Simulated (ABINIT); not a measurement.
# MnO (Fm-3m) in ABINIT: a series of runs, part 2 of 2

ABINIT 10.8.3 (patched build). The steps go on from the part before.

### 3 Single point, PBE, collinear spin, ferromagnetic start

run.abi

```
# Pseudopotentials
pp_dirpath "./"
pseudos "Mn.GGA_PBE-JTH.xml, O.GGA_PBE-JTH.xml"

# Structure
acell 3*1.0 Angstrom
rprim
     0.0000000000     2.2239077028     2.2239077028
     2.2239077028     0.0000000000     2.2239077028
     2.2239077028     2.2239077028     0.0000000000
ntypat 2
znucl 25 8
natom 2
typat 1 2
xcart
     0.0000000000     0.0000000000     0.0000000000
     2.2239077028     2.2239077028     2.2239077028 Angstrom

# Plane-wave basis
ecut 23.0
pawecutdg 45.0

# k points
kptopt 1
ngkpt 8 8 8
nshiftk 1
shiftk 0.0 0.0 0.0

# Exchange and correlation
ixc 11

# Bands and occupations
nband 16
occopt 3
tsmear 0.05 eV

# Spin
nsppol 2
spinat
     0.0000000000     0.0000000000     4.0000000000
     0.0000000000     0.0000000000     0.0000000000

# SCF cycle
nstep 100
tolvrs 1.0e-9

# Output
iomode 3
prtwf 0
prtden 0
prteig 0
prtebands 0
```

Potentials or basis: JTH PAW PBE v2.0.

Launch:

```
> abinit run.abi > log 2>&1
```

run.abo:

```text
.Version 10.8.3 of ABINIT
 Symmetries : space group Fm -3 m (#225); Bravais cF (face-center cubic)
================================================================================
 Values of the parameters that define the memory need of the present run
     intxc =       0    ionmov =       0      iscf =      17    lmnmax =      18
     lnmax =       6     mgfft =      27  mpssoang =       3    mqgrid =    3001
     natom =       2  nloc_mem =       2    nspden =       2   nspinor =       1
    nsppol =       2      nsym =      48    n1xccc =       1    ntypat =       2
    occopt =       3   xclevel =       2
       mpw =         817          nfft =       19683          nkpt =          29
 PAW method is used; the additional fine FFT grid is defined by:
   mgfftf=        36    nfftf =     46656
================================================================================
================================================================================

--------------------------------------------------------------------------------
------------- Echo of variables that govern the present computation ------------
--------------------------------------------------------------------------------
 -outvars: echo values of preprocessed input variables --------
            acell      1.8897261259E+00  1.8897261259E+00  1.8897261259E+00 Bohr
              amu      5.49380500E+01  1.59994000E+01
             ecut      2.30000000E+01 Hartree
              ixc          11
         kptrlatt        8    0    0      0    8    0      0    0    8
          kptrlen      4.75467253E+01
            natom           2
[... 237 lines left out ...]
PAW spherical_terms : -4.76776522670107E+00
internal            : -1.20979504467445E+02
'-kT*entropy'       : -2.79267358461118E-04
total_energy_dc     : -1.20979783734804E+02
total_energy_dc_eV  : -3.29202762316299E+03
...

--- !EnergyTermsWithPAWCore
iteration_state     : {dtset: 1, }
comment             : 'Components of total free energy, including PAW core contributions'
Total energy        : -1.23391162936251E+03
Total energy DC     : -1.23391162787014E+03
Total energy (eV)   : -3.35764459399910E+04
Total energy DC (eV): -3.35764458993815E+04
...

 Cartesian components of stress tensor (hartree/bohr^3)
  sigma(1 1)=  6.42663188E-06  sigma(3 2)=  0.00000000E+00
  sigma(2 2)=  6.42663188E-06  sigma(3 1)=  0.00000000E+00
  sigma(3 3)=  6.42663188E-06  sigma(2 1)=  0.00000000E+00

-Cartesian components of stress tensor (GPa)         [Pressure= -1.8908E-01 GPa]
- sigma(1 1)=  1.89078038E-01  sigma(3 2)=  0.00000000E+00
- sigma(2 2)=  1.89078038E-01  sigma(3 1)=  0.00000000E+00
- sigma(3 3)=  1.89078038E-01  sigma(2 1)=  0.00000000E+00

== END DATASET(S) ==============================================================
================================================================================

 -outvars: echo values of variables after computation  --------
            acell      1.8897261259E+00  1.8897261259E+00  1.8897261259E+00 Bohr
           etotal     -1.2097978373E+02
            fcart     -0.0000000000E+00 -0.0000000000E+00 -0.0000000000E+00
                      -0.0000000000E+00 -0.0000000000E+00 -0.0000000000E+00
            rprim      0.0000000000E+00  2.2239077028E+00  2.2239077028E+00
                       2.2239077028E+00  0.0000000000E+00  2.2239077028E+00
                       2.2239077028E+00  2.2239077028E+00  0.0000000000E+00
           strten      6.4266318756E-06  6.4266318756E-06  6.4266318756E-06
                       0.0000000000E+00  0.0000000000E+00  0.0000000000E+00
           xangst      0.0000000000E+00  0.0000000000E+00  0.0000000000E+00
                       2.2239077028E+00  2.2239077028E+00  2.2239077028E+00
             xred      0.0000000000E+00  0.0000000000E+00  0.0000000000E+00
                       5.0000000000E-01  5.0000000000E-01  5.0000000000E-01
 Calculation completed.
```

Wall time 44 s (1 thread of Arm Neoverse V1, shared host); peak memory 0.13 GiB.

What came out:

```yaml
Free_energy: -3292.0276 eV
Band_gap_on_the_k_mesh: none (metal or under the smearing width)
Net_moment: 4.78 μB per cell
Site_moments: Mn +4.23; O +0.20 μB
Valence_electrons_inside_the_program's_atomic_spheres: Mn 13.03; O 4.54
```

Caveat: the cutoff is too short for stress, so the log's stress isn't used; a cell with one magnetic atom can't hold antiferromagnetic order, which such compounds often take; semilocal functionals often make such compounds metallic where correlation or magnetic order opens a gap, which also shifts bond lengths. With open d or f shells a metallic result of PBE can be an artefact of self-interaction; +U or a hybrid may open a gap.

### 4 Single point, PBE, collinear spin, ferromagnetic start

run.abi, as its differences from that of step 3:

```diff
@@ -14,8 +14,8 @@
 typat 1 2
-xcart
+xred
      0.0000000000     0.0000000000     0.0000000000
-     2.2239077028     2.2239077028     2.2239077028 Angstrom
+     0.5000000000     0.5000000000     0.5000000000
 
 # Plane-wave basis
-ecut 23.0
+ecut 625.861884 eV
 pawecutdg 45.0
@@ -24,3 +24,3 @@
 kptopt 1
-ngkpt 8 8 8
+ngkpt 6 6 6
 nshiftk 1
@@ -52 +52,2 @@
 prtebands 0
+enunit 2
```

Potentials or basis: JTH PAW PBE v2.0.

Launch:

```
> abinit run.abi > log 2>&1
```

run.abo:

```text
.Version 10.8.3 of ABINIT
 Symmetries : space group Fm -3 m (#225); Bravais cF (face-center cubic)
================================================================================
 Values of the parameters that define the memory need of the present run
     intxc =       0    ionmov =       0      iscf =      17    lmnmax =      18
     lnmax =       6     mgfft =      27  mpssoang =       3    mqgrid =    3001
     natom =       2  nloc_mem =       2    nspden =       2   nspinor =       1
    nsppol =       2      nsym =      48    n1xccc =       1    ntypat =       2
    occopt =       3   xclevel =       2
       mpw =         797          nfft =       19683          nkpt =          16
 PAW method is used; the additional fine FFT grid is defined by:
   mgfftf=        36    nfftf =     46656
================================================================================
================================================================================

--------------------------------------------------------------------------------
------------- Echo of variables that govern the present computation ------------
--------------------------------------------------------------------------------
 -outvars: echo values of preprocessed input variables --------
            acell      1.8897261259E+00  1.8897261259E+00  1.8897261259E+00 Bohr
              amu      5.49380500E+01  1.59994000E+01
             ecut      2.30000000E+01 Hartree
           enunit           2
              ixc          11
         kptrlatt        6    0    0      0    6    0      0    0    6
          kptrlen      3.56600440E+01
            natom           2
            nband          16
            ngfft          27      27      27
          ngfftdg          36      36      36
             nkpt          16
           nspden           2
           nsppol           2
            nstep         100
             nsym          48
           ntypat           2
           occopt           3
        pawecutdg      4.50000000E+01 Hartree
         pawxcdev           0
           prtden           0
        prtebands           0
           prteig           0
            prtwf           0
            rprim      0.0000000000E+00  2.2239077028E+00  2.2239077028E+00
                       2.2239077028E+00  0.0000000000E+00  2.2239077028E+00
                       2.2239077028E+00  2.2239077028E+00  0.0000000000E+00
          spgroup         225
[... 198 lines left out ...]
 -73.85475  -42.58902  -42.58902  -42.58902  -12.54044    3.98416    3.98416    3.98416
   4.55500    4.55500    4.55500    5.08105    5.08105    7.20226   21.76655   23.95948
 prteigrs : prtvol=0 or 1, do not print more k-points.

 Eigenvalues (   eV  ) for nkpt=  16  k points, SPIN DOWN:
 kpt#   1, nband= 16, wtk=  0.00463, kpt=  0.0000  0.0000  0.0000 (reduced coord)
 -69.13131  -37.95513  -37.95513  -37.95513  -12.12017    4.34847    4.34847    4.34847
   8.47833    8.47833    8.47833    8.48892    9.10800    9.10800   22.39252   25.42210
 prteigrs : prtvol=0 or 1, do not print more k-points.

--- !EnergyTerms
iteration_state     : {dtset: 1, }
comment             : Components of total free energy in Hartree
kinetic             :  2.01680692337080E+01
hartree             :  2.67555576781299E+01
xc                  : -6.63195779233763E+00
Ewald energy        : -8.28539899707682E+01
psp_core            :  4.87099967273241E+00
local_psp           : -7.62332291562743E+01
PAW spherical_terms : -7.05551365921861E+00
internal            : -1.20980063994028E+02
'-kT*entropy'       : -1.18375979908319E-04
total_energy        : -1.20980182370008E+02
total_energy_eV     : -3.29203847057952E+03
...

--- !EnergyTermsDC
iteration_state     : {dtset: 1, }
comment             : '"Double-counting" decomposition of free energy'
band_energy         : -1.34655230601133E+01
Ewald energy        : -8.28539899707682E+01
psp_core            :  4.87099967273241E+00
xc_dc               : -2.47655347548975E+01
PAW spherical_terms : -4.76601199100138E+00
internal            : -1.20980060104048E+02
'-kT*entropy'       : -1.18375979908319E-04
total_energy_dc     : -1.20980178480028E+02
total_energy_dc_eV  : -3.29203836472776E+03
...

--- !EnergyTermsWithPAWCore
iteration_state     : {dtset: 1, }
comment             : 'Components of total free energy, including PAW core contributions'
Total energy        : -1.23391202650534E+03
Total energy DC     : -1.23391202261536E+03
Total energy (eV)   : -3.35764567467980E+04
Total energy DC (eV): -3.35764566409462E+04
...

 Cartesian components of stress tensor (hartree/bohr^3)
  sigma(1 1)=  5.02041793E-05  sigma(3 2)=  0.00000000E+00
  sigma(2 2)=  5.02041793E-05  sigma(3 1)=  0.00000000E+00
  sigma(3 3)=  5.02041793E-05  sigma(2 1)=  0.00000000E+00

-Cartesian components of stress tensor (GPa)         [Pressure= -1.4771E+00 GPa]
- sigma(1 1)=  1.47705795E+00  sigma(3 2)=  0.00000000E+00
- sigma(2 2)=  1.47705795E+00  sigma(3 1)=  0.00000000E+00
- sigma(3 3)=  1.47705795E+00  sigma(2 1)=  0.00000000E+00

== END DATASET(S) ==============================================================
================================================================================

 -outvars: echo values of variables after computation  --------
            acell      1.8897261259E+00  1.8897261259E+00  1.8897261259E+00 Bohr
           etotal     -1.2098017848E+02
            fcart     -0.0000000000E+00 -0.0000000000E+00 -0.0000000000E+00
                      -0.0000000000E+00 -0.0000000000E+00 -0.0000000000E+00
            rprim      0.0000000000E+00  2.2239077028E+00  2.2239077028E+00
                       2.2239077028E+00  0.0000000000E+00  2.2239077028E+00
                       2.2239077028E+00  2.2239077028E+00  0.0000000000E+00
           strten      5.0204179279E-05  5.0204179279E-05  5.0204179279E-05
                       0.0000000000E+00  0.0000000000E+00  0.0000000000E+00
           xangst      0.0000000000E+00  0.0000000000E+00  0.0000000000E+00
                       2.2239077028E+00  2.2239077028E+00  2.2239077028E+00
             xred      0.0000000000E+00  0.0000000000E+00  0.0000000000E+00
                       5.0000000000E-01  5.0000000000E-01  5.0000000000E-01
 Calculation completed.
```

It took 29 s on 1 thread of Arm Neoverse V1, shared host; peak memory 0.12 GiB.

What came out:

| Quantity | Value |
| --- | --- |
| Free energy | -3292.0384 eV |
| Band gap on the k mesh | none (metal or under the smearing width) |
| Net moment | 4.72 μB per cell |
| Site moments | Mn +4.19; O +0.19 μB |
| Valence electrons inside the program's atomic spheres | Mn 13.03; O 4.54 |

Caveat: the k mesh is coarse (spacing up to 0.41 Å⁻¹), so the values aren't converged; the cutoff is too short for stress, so the log's stress isn't used; a cell with one magnetic atom can't hold antiferromagnetic order, which such compounds often take; semilocal functionals often make such compounds metallic where correlation or magnetic order opens a gap, which also shifts bond lengths.

### 5 The runs side by side

| k mesh | mesh quality | gap on the mesh (eV) | moment (μB) |
| --- | --- | --- | --- |
| 13 × 13 × 13 | not flagged | none | 4.75 |
| 8 × 8 × 8 | not flagged | none | 4.78 |
| 6 × 6 × 6 | coarse | none | 4.72 |

Alike in all rows: task single point; level PBE; potentials or basis JTH PAW PBE v2.0; spin collinear, ferromagnetic start; cell as given; cutoff (eV) 626; smearing fermi-dirac 0.05 eV.

Caveats: some runs use coarse meshes; a cell with one magnetic atom can't hold antiferromagnetic order, which such compounds often take; semilocal functionals often make such compounds metallic where correlation or magnetic order opens a gap, which also shifts bond lengths.

Total energies depend on the potentials used, so only differences within one code and one set of settings carry meaning.
